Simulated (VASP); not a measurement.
Write the native input for VASP 6.6.1 that does the following.

| Property | Result |
| --- | --- |
| Task | single point |
| Functional | PBE |
| Potentials or basis | VASP PAW PBE potentials, release 64 (Ce, O) |
| Cutoff | 520 eV |
| k mesh | 6 × 6 × 6 |
| Occupations | gaussian, width 0.05 eV |
| Spin | collinear spin, ferromagnetic start |
| Starting moments | [1.0, 0.0] μB |
| Fixed moment | 0 μB |
| Hubbard terms | Ce f U = 4 eV |
| Further INCAR settings | ALGO = Normal; EDIFF = 1e-07; NBANDS = 20 |

The structure of CeO lies in POSCAR:

```
CeO
1.0
    0.0000000000      2.6331826700      2.6331826700
    2.6331826700      0.0000000000      2.6331826700
    2.6331826700      2.6331826700      0.0000000000
Ce O
1 1
Direct
    0.0000000000      0.0000000000      0.0000000000
    0.2500000000      0.2500000000      0.2500000000
```

The cell comes from a database or a generator and needn't be the stable form of this composition.

These files were run (other wordings do the same):

INCAR

```
SYSTEM = CeO
  ALGO = Normal
  EDIFF = 1E-7
  ENCUT = 520
  GGA = PE
  ISIF = 2
  ISMEAR = 0
  ISPIN = 2
  LASPH = .True.
  LCHARG = .True.
  LDAU = .True.
  LDAUJ = 0 0
  LDAUL = 3 -1
  LDAUPRINT = 1
  LDAUTYPE = 2
  LDAUU = 4 0
  LELF = .True.
  LMAXMIX = 6
  LORBIT = 11
  LREAL = .False.
  LVHAR = .True.
  LWAVE = .False.
  MAGMOM = 1 0
  NBANDS = 20
  NELM = 120
  NUPDOWN = 0
  PREC = Accurate
  SIGMA = 0.05
```

KPOINTS

```
k-points
0
Gamma
  6 6 6
  0 0 0
```

Potentials or basis: VASP PAW PBE potentials, release 64 (Ce, O).

Launch:

```sh
$ cat potpaw_PBE.64/Ce/POTCAR potpaw_PBE.64/O/POTCAR > POTCAR
$ mpirun -np 1 vasp_std > vasp.out
```

It gave:

- Pressure: 18.3 GPa
- Net moment: 0.00 μB per cell
- Valence electrons inside the program's atomic spheres: Ce 9.80; O 5.06

Caveat: the magnetic or orbital state may not be the lowest; the total moment is fixed, so each spin has its own Fermi level.

Run time: 30 s on 1 thread of Intel(R) Xeon(R) 6975P-C (Granite Rapids), with other jobs on the host, peak memory 0.19 GiB.
